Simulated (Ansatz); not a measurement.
# TaN: biaxial strain in the a-b plane

One table from this session's results is given with a row withheld; the runs are named, their logs left out.

Method: DFT PBEsol, scalar-relativistic, plane waves, PAW, in Ansatz 0.2.0.

3 further runs of the same task are left out: 3 set aside as unsound or not needed.

## The starting structure

The structure is hexagonal, space group P6/mmm (No. 191). The conventional cell has a = 5.205 Å, b = 5.205 Å, c = 2.904 Å, α = 90.00°, β = 90.00°, γ = 120.00°. Ta (site symmetry 6/mmm) is surrounded by 6 N at 2.60 Å and 2 Ta at 2.90 Å. Around Ta (site symmetry -6m2) lie 6 N at 2.09 Å. N (site symmetry mmm) is surrounded by 6 Ta at 2.09 to 2.60 Å.

Coordinates:

```cif
data_structure
_symmetry_space_group_name_H-M 'P 1'
_symmetry_Int_Tables_number 1
_cell_length_a 5.2051
_cell_length_b 5.2051
_cell_length_c 2.9036
_cell_angle_alpha 90.000
_cell_angle_beta 90.000
_cell_angle_gamma 120.000
_cell_volume 68.13
loop_
_atom_site_label
_atom_site_type_symbol
_atom_site_fract_x
_atom_site_fract_y
_atom_site_fract_z
_atom_site_occupancy
Ta1 Ta 0.00000 0.00000 0.00000 1
Ta2 Ta 0.33333 0.66667 0.50000 1
Ta3 Ta 0.66667 0.33333 0.50000 1
N1 N 0.50000 0.00000 0.00000 1
N2 N 0.50000 0.50000 0.00000 1
N3 N 0.00000 0.50000 0.00000 1
```

It is the result of an earlier relaxation at this level (volume 11.35 Å³/atom; gap on the mesh: none (metal)).

The unstrained cell was computed beforehand with the same settings: E(σ→0) = -30560.2624 eV for 6 atoms, gap none (metal).

Set-up of the first run:

input.yaml

```yaml
crystal:
  lattice:
    - [5.1009876262, 0.0, 0.0]
    - [-2.5504938131, 4.4175848686, 0.0]
    - [0.0, 0.0, 2.9384304391]
  atoms:
    - { symbol: Ta, position: [0.0, 0.0, 0.0] }
    - { symbol: Ta, position: [0.3333333333, 0.6666666667, 0.5] }
    - { symbol: Ta, position: [0.6666666667, 0.3333333333, 0.5] }
    - { symbol: "N", position: [0.5, 0.0, 0.0] }
    - { symbol: "N", position: [0.5, 0.5, 0.0] }
    - { symbol: "N", position: [0.0, 0.5, 0.0] }
basis:
  ecutwfc: 420
kpoints:
  mp_grid: { grid: [12, 12, 12] }
hamiltonian:
  xc: pbesol
scf:
  occupations: { method: gaussian, width: 0.1 }
output:
  forces: true
  stress: true
  eigenvalues: true
relax:
  adjacent_minimum: "off"
  f_tol: 0.008
  max_steps: 40
  cell: { stress_tol: 0.015, fix: [a, b, gamma] }
```

On the command line:

```
$ ansatz run input.yaml --threads 1 --pin off --max-ram 2560MiB --backend cpu --events-out ev --progress --plain --runs-dir out
```

Among the steps run: At -2.0 %; At +2.0 %; Strain -4.0 %; Strain +4.0 %; At -6.0 %; Strain +6.0 %.

One of the session's tables, all rows but one given; the rest of the session is left out.

Lengths are those of the vectors of the cell that was run; stresses in GPa:

```
strain (%)  ΔE (meV/atom)  a (Å)  b (Å)  c (Å)
      -6.0          132.2  4.893  4.893  3.037
      -4.0           59.8  4.997  4.997  2.982
      -2.0           14.9  5.101  5.101  2.938
      +0.0            0.0  5.205  5.205  2.904
      +2.0           14.2  5.309  5.309  2.875
      +4.0              ?      ?      ?      ?
      +6.0          120.4  5.517  5.517  2.828
```

**Question.** Estimate the row for strain (%) = +4.0.

Worked estimate for «ΔE (meV/atom)». A straight line through the neighbours (2.0, 14.2) and (6.0, 120.4) gives 14.2 + (120.4 − 14.2) × (4.0 − 2.0) / (6.0 − 2.0) = 67.3; a parabola fitted to 3 rows on both sides gives 54.3.

As computed: ΔE (meV/atom): 55.2; a (Å): 5.413; b (Å): 5.413; c (Å): 2.850. In «ΔE (meV/atom)» the line misses by +12.1 and the parabola by -0.9.

ΔE is over the unstrained cell. Stress in GPa, positive in compression, on the Cartesian axes of the input. 
